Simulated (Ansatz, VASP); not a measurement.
# ZnSe (Stilleite): VASP beside Ansatz, part 2 of 2

Aim: how closely do two programs agree when they are given the same cell, functional and k mesh? The cell is taken from a series of runs on this material, whose earlier steps may have relaxed, scaled, displaced or heated it; both programs get it as it stands.

VASP 6.6.1 and Ansatz 0.2.0.

So far: Set-up; VASP: zone-centre phonons, LDA.

### Step 3. Ansatz: zone-centre phonons, LDA

Level of this step: Ansatz beside VASP: Kohn-Sham DFT, plane waves, LDA (Ansatz).

Ansatz runs on its PAW soft_1 files.

The same cell, functional (in two slightly different forms) and mesh now go to Ansatz, which takes its cutoff from its data sets.

The input, input.yaml:

```yaml
crystal:
  lattice:
    - [0.0, 2.815929299, 2.7001651627]
    - [2.815929299, 0.0, 2.7001651627]
    - [2.815929299, 2.815929299, 0.0]
  atoms:
    - { symbol: Zn, position: [0.0, 0.0, 0.0] }
    - { symbol: Se, position: [0.75, 0.75, 0.75] }
kpoints:
  mp_grid: { grid: [12, 12, 12] }
hamiltonian:
  xc: lda
  pseudopotentials: { kind: paw, azcp: { folder: soft_1 }, xc_functional: pbe }
scf:
  occupations: { method: fixed }
output:
  eigenvalues: true
phonons:
  method: dfpt
  dielectric: true
  rigid_motions: translations
```

Command:

```console
$ ansatz run input.yaml --threads 4 --pin off --max-ram 10240MiB --backend cpu --events-out ev --progress --plain --runs-dir out
```

Numbers of over 12 decimals in the logs are rounded to 6 here.

Log:

```text
Engine: ansatz 0.2.0, aarch64-unknown-linux-gnu
Pseudopotentials: kind: paw
Pseudopotential: Zn, paw, valence charge 12, recommended cutoff 420 eV (normal), soft_1/Zn.paw.azcp
Pseudopotential: Se, paw, valence charge 16, recommended cutoff 420 eV (normal), soft_1/Se.paw.azcp
Functional definition: SPW92
  exchange = slater_x
  correlation = pw_c
Crystal: 2 atoms, lattice volume = 42.822 Å³
Basis set: ecut = 420 eV, 845 PW (Γ), exchange–correlation on 54×54×54 points (8 copies of the dense FFT grid, shifted against one another)
Bands: 18, of which v1, the nominal top of the filled ones, is band 14 counted from 1 (13 counted from 0)
Symmetry: 8 space group operations
k-points: 868 of 1728 (irreducible under 1 space group operation, time reversal used)
Non-local potential: Zn, projectors of the file, l = 0: 2, l = 1: 2, l = 2: 3, l = 3: 1
Non-local potential: Se, projectors of the file, l = 0: 2, l = 1: 2, l = 2: 3, l = 3: 1
PAW form: soft (Blöchl's): semilocal exchange-correlation on the pseudo side does not see the compensation charge
PAW frozen core: Zn, regenerated for the run's functional, and the local potential with it (the file was generated under x = pbe(κ = 0.804, μ = 0.219515), c = pbe(β = 0.066725))
PAW frozen core: Se, regenerated for the run's functional, and the local potential with it (the file was generated under x = pbe(κ = 0.804, μ = 0.219515), c = pbe(β = 0.066725))
PAW one-centre angular grid: Zn, 590 points (default); XC on 64 Gauss nodes
PAW one-centre angular grid: Se, 590 points (default); XC on 64 Gauss nodes
Initial density: superposition of atomic densities (chi_scale 0.1, normalization cell, long waves kept (reshape's long-wave potential 0.00 eV rms))
Initial wavefunctions: pseudopotential atomic-orbital guess
Functional: x = slater, c = lda
SCF iter   1: F=—  HF=-8631.197711 eV  |F-HF|=—  |Δ(HF+E_count)|=         —  Δρ=5.97e-2  dr2=9.75e-1  ethr=3.10e-3  ⟨swp⟩=4.2  Hψ=74736  notcnv=0  defer=1430
preconditioner: auto → none  [insulator: Δε(μ)=1.158 eV  Ē_g=13.054 eV  n_scr=14 (ndim 8)  ℏωp=24.1 eV  f_vac=0.032  ε∞_Penn≈4.4]
SCF iter   2: F=—  HF=-8630.947779 eV  |F-HF|=—  |Δ(HF+E_count)|=   2.50e-1  Δρ=2.70e-2  dr2=1.90e-1  ethr=3.10e-3  ⟨swp⟩=3.0  Hψ=34454  notcnv=0  defer=1645
SCF iter   3: F=—  HF=-8630.863055 eV  |F-HF|=—  |Δ(HF+E_count)|=   8.47e-2  Δρ=1.18e-2  dr2=3.12e-2  ethr=6.79e-4  ⟨swp⟩=2.0  Hψ=31242  notcnv=0  defer=1670
SCF iter   4: F=—  HF=-8630.854913 eV  |F-HF|=—  |Δ(HF+E_count)|=   8.14e-3  Δρ=2.74e-3  dr2=1.76e-3  ethr=1.11e-4  ⟨swp⟩=2.4  Hψ=31273  notcnv=0  defer=1736
SCF iter   5: F=—  HF=-8630.855225 eV  |F-HF|=—  |Δ(HF+E_count)|=   3.13e-4  Δρ=9.90e-4  dr2=2.93e-4  ethr=6.27e-6  ⟨swp⟩=2.1  Hψ=25723  notcnv=0  defer=1736
SCF iter   6: F=—  HF=-8630.855271 eV  |F-HF|=—  |Δ(HF+E_count)|=   4.60e-5  Δρ=6.17e-5  dr2=1.13e-6  ethr=1.05e-6  ⟨swp⟩=2.0  Hψ=29512  notcnv=0  defer=1732
SCF iter   7: F=—  HF=-8630.855269 eV  |F-HF|=—  |Δ(HF+E_count)|=   1.90e-6  Δρ=2.08e-5  dr2=1.97e-7  ethr=4.03e-9  ⟨swp⟩=2.0  Hψ=27776  notcnv=0  defer=237
SCF iter   8: F=—  HF=-8630.855269 eV  |F-HF|=—  |Δ(HF+E_count)|=   8.26e-8  Δρ=7.98e-6  dr2=1.38e-8  ethr=7.04e-10  ⟨swp⟩=2.0  Hψ=27568  notcnv=0  defer=237
SCF iter   9: F=—  HF=-8630.855269 eV  |F-HF|=—  |Δ(HF+E_count)|=   3.13e-9  Δρ=7.53e-7  dr2=1.36e-10  ethr=4.93e-11  ⟨swp⟩=2.2  Hψ=21467  notcnv=0  defer=237
SCF iter  10: F=-8630.855269 eV  HF=-8630.855269 eV  |F-HF|=5.46e-12  |Δ(HF+E_count)|=  5.46e-11  Δρ=7.19e-8  dr2=7.13e-13  ethr=1.00e-12  ⟨swp⟩=8.0  Hψ=99236  notcnv=0
SCF 1 converged in 10 iterations: F = -8630.855269 eV  dr2 = 7.13e-13
  greatest PAW one-centre occupation: 1.000 electrons in one spin orbital (limit 2), on the Se atom at site 1 (counted from 0), in its partial waves of l = 2
NSCF: frozen V_eff on 3 k-points
DFPT response loops at Γ: preconditioner auto → none (the input reference at scf.mixing.eps_inf says where Resta's filter doesn't serve); β = 0.50; Broyden in place of MSR1
── the response to a field inside a basis, on 14×14×14 k-points: an SCF that follows is theirs, and a resumed run solves both again ──
Bands: 15, of which v1, the nominal top of the filled ones, is band 14 counted from 1 (13 counted from 0)
k-points: 735
Initial density: handed on by an earlier stage of this run
Initial wavefunctions: pseudopotential atomic-orbital guess (no wavefunctions were taken with the density)
Eigensolver: Dense (735 Hₖ)
SCF iter   1: F=—  HF=-8630.854441 eV  |F-HF|=—  |Δ(HF+E_count)|=         —  Δρ=1.41e-4  dr2=2.61e-6  ethr=1.00e-1
preconditioner: auto → none  [insulator: Δε(μ)=1.276 eV  Ē_g=9.727 eV  n_scr=14 (ndim 8)  ℏωp=24.1 eV  f_vac=0.089  ε∞_Penn≈7.1]
SCF iter   2: F=—  HF=-8630.854439 eV  |F-HF|=—  |Δ(HF+E_count)|=   1.35e-6  Δρ=1.51e-4  dr2=4.15e-6  ethr=9.32e-9
SCF iter   3: F=—  HF=-8630.854440 eV  |F-HF|=—  |Δ(HF+E_count)|=   1.30e-6  Δρ=1.08e-4  dr2=2.92e-6  ethr=9.32e-9
SCF iter   4: F=-8630.854439 eV  HF=-8630.854439 eV  |F-HF|=1.73e-8  |Δ(HF+E_count)|=   1.55e-6  Δρ=1.09e-5  dr2=2.64e-8  ethr=9.32e-9
SCF 1 converged in 4 iterations: F = -8630.854439 eV  dr2 = 2.64e-8
DFPT response loops at Γ: mixed as the last ones told, above
WARN: field response: ε∞ stands inside a basis, on 14×14×14 points; the force constants stand on the 12×12×12 k-mesh, whose period is 12.08 times the interband length at k = (0.0000, 0.0000, 0.0000), direct gap 1.173 eV, under 14: take them and everything formed from them as unconverged, and compare with a denser kpoints.mp_grid
SCF converged after 10 iterations
Free energy (F): -8630.855269 eV
Harris-Foulkes:  -8630.855269 eV  (|F-HF|=5.46e-12)
Internal energy: -8630.855269 eV  (E = F + TS)
E sigma→0 (E₀):  -8630.855269 eV
Fermi energy:    7.161032 eV
--- Per-component energies (eV) ---
  E_band       = -382.208932
  E_kinetic    = 260.898076
  E_local      = -4755.927514  (includes V_loc(G=0)·N_el)
  E_nonlocal   = 471.705819
  E_hartree    = 2200.536167
  E_xc         = -163.245410
  E_vxc        = -143.153083  (∫ρ·V_xc dr)
  E_paw        = -3871.080188  (= ΣΔE_a)
  E_vpaw       = -616.803907  (= ΣTr[D̂ρ^β])
  E_aug_tail   = -0.000669  (compensation charges beyond the density's cutoff)
  E_ewald      = -2777.516054
  E_core_change = 3.774503  (= ΣΔE_core)
  E_smearing   = -0.000000  (= −TS)
  E_closure    = 0.000000  (closes the sum)
  Σ components = -8630.855269   (vs F -8630.855269, Δ=0.00e0)
--- Band table (eV; the first three rows and the last of 868) ---
  k-point 0: bands = [... 10 lower, 0.5898, 7.0105, 7.0105, 7.1610, 8.3336, 12.7587, 12.7740, 12.7740]
  k-point 1: bands = [... 10 lower, 0.5884, 6.2500, 6.9236, 7.0406, 8.9790, 12.6817, 12.9009, 12.9197]
  k-point 2: bands = [... 10 lower, 0.5857, 5.0115, 6.7036, 6.8502, 9.6222, 12.8232, 13.1742, 13.2756]
  k-point 867: bands = [... 10 lower, 0.7637, 1.3760, 5.9701, 6.2229, 9.4993, 13.1778, 13.5627, 15.5699]
--- Phonons (Γ-DFPT): 4 representative perturbations + reference, on 868 of 1728 k-points (Σ response iterations 13) ---
  k mesh reduced under 1 symmetry operation, with k and −k counted as one. Each operation leaves every solved perturbation unchanged. A smaller set is not considered because the run solves the response to a homogeneous field
  ASR residual: 1.002e-4 → 0.000e0 eV/Å²; symmetrization residual: 1.188e-5 eV/Å²
  ASR residual per site (eV/Å²): 1.00e-4 5.68e-5
  Γ frequencies (cm⁻¹): 0.00 0.00 0.00 217.52 221.26 221.26
  ε∞ (high-frequency dielectric tensor):
        7.563671    -0.000000     0.000000
       -0.000000     7.563671     0.000000
        0.000000     0.000000     7.402963
  ε⁰ (static dielectric tensor: ions relaxed, cell fixed):
       10.199386    -0.000000     0.000000
       -0.000000    10.199386     0.000000
        0.000000     0.000000     9.787608
  ε⁰ − ε∞ (ionic part):
        2.635715     0.000000     0.000000
        0.000000     2.635715    -0.000000
        0.000000    -0.000000     2.384645
  softest optical mode at Γ: 217.52 cm⁻¹; the repairs (sum rule, projections) moved no ω² at Γ by more than (0.84 cm⁻¹)²
  Born effective charges Z* (e; rows j = field, columns β = displacement):
    site 0:
         2.00410    0.00000    0.00000
         0.00000    2.00410    0.00000
         0.00000   -0.00000    1.87402
    site 1:
        -2.00410    0.00000    0.00000
         0.00000   -2.00410    0.00000
        -0.00000    0.00000   -1.87402
  Z* charge neutrality: 3.545e-4 e pre-enforcement
  solved inside a basis spanned on kpoints, on 14×14×14 k-points transformed towards the longest dipole: ε∞ is read to err by 2.0e-2, Z* by 1.7e-2 e (field_mesh: kpoints solves on kpoints); Z* is corrected for what the basis lacks
  optical modes at Γ without the LO–TO term, one row a degenerate level:
      ω (cm⁻¹)  modes    IR ((D/Å)²/amu)
        217.52      1             2.2653
        221.26      2             5.1813
  optical modes at Γ + LO–TO along q̂ = [1.0000, 0.0000, 0.0000]:
      ω (cm⁻¹)  modes    IR ((D/Å)²/amu)
        217.52      1             2.2653
        221.26      1             2.5906
        256.93      1             2.5906
  optical modes at Γ + LO–TO along q̂ = [0.0000, 1.0000, 0.0000]:
      ω (cm⁻¹)  modes    IR ((D/Å)²/amu)
        217.52      1             2.2653
        221.26      1             2.5906
        256.93      1             2.5906
  optical modes at Γ + LO–TO along q̂ = [0.0000, 0.0000, 1.0000]:
      ω (cm⁻¹)  modes    IR ((D/Å)²/amu)
        221.26      2             5.1813
        250.11      1             2.2653
```

The column dr2 measures how far the density is from self-consistency, as an energy; F and HF (Harris–Foulkes) agree once it is small.

### Step 4. Side by side

Known differences besides the potentials themselves: the two LDA forms differ slightly; fixed occupations in Ansatz, narrow Gaussian smearing in VASP; VASP's response is taken on the typed mesh, Ansatz refines its own for the field response alone; the data sets hold 28 valence electrons in Ansatz (on its PAW soft_1 files) and 18 in VASP; the cutoff is 420 eV in Ansatz and 500 eV in VASP; VASP's log shows a relativistic correction to its local exchange, Ansatz's none. Total energies have different zeros and are not compared.

The two programs side by side:

| quantity | Ansatz | VASP | difference |
| --- | --- | --- | --- |
| ε∞ xx | 7.56 | 7.56 | +0.01 % |
| ε∞ yy | 7.56 | 7.56 | +0.01 % |
| ε∞ zz | 7.40 | 7.44 | -0.48 % |
| Born charge of Zn1 (mean of the diagonal) (e) | 1.96 | 1.96 | 0.00 |
| Born charge of Se2 (mean of the diagonal) (e) | -1.96 | -1.96 | 0.00 |
| optical mode 1 (cm⁻¹) | 217.5 | 219.4 | -0.84 % |
| optical mode 2 to 3 (cm⁻¹) | 221.3 | 223.1 | -0.84 % |

Modes are paired by rising frequency, not by their patterns, so a pair may set unlike modes beside each other; they are those without the splitting of longitudinal modes.

### Step 5. Results

```
r.m.s. difference of the optical zone-centre modes, each program's sorted by frequency (zone-centre phonons, LDA) : 1.9 cm⁻¹
difference in optical mode 2 to 3 (zone-centre phonons, LDA)                                                      : -0.8 %
```

What this shows: The r.m.s. difference of the optical zone-centre modes, each program's sorted by frequency is 1.9 cm⁻¹ (zone-centre phonons, LDA). The data sets hold unlike numbers of valence electrons (28 in Ansatz and 18 in VASP), so part of the differences comes from the potentials. Among the rows given in per cent, the largest difference of the zone-centre phonons, LDA pair is in optical mode 2 to 3, -0.8 %. How closely two codes agree says nothing of how well the functional describes the real material.

[Lines on the potential files, build, host, timing and source positions are cut from VASP's logs without a mark.]

[Logs are printed without paths, hosts, clocks, repeated set-up lines and the standing remarks that a program may print on its own settings, such as how far it seeks lower states.]

[Hosts, paths, dates, database ids (printed as entryN), source tags and the programs' standing remarks are cut or masked in the printed files.]
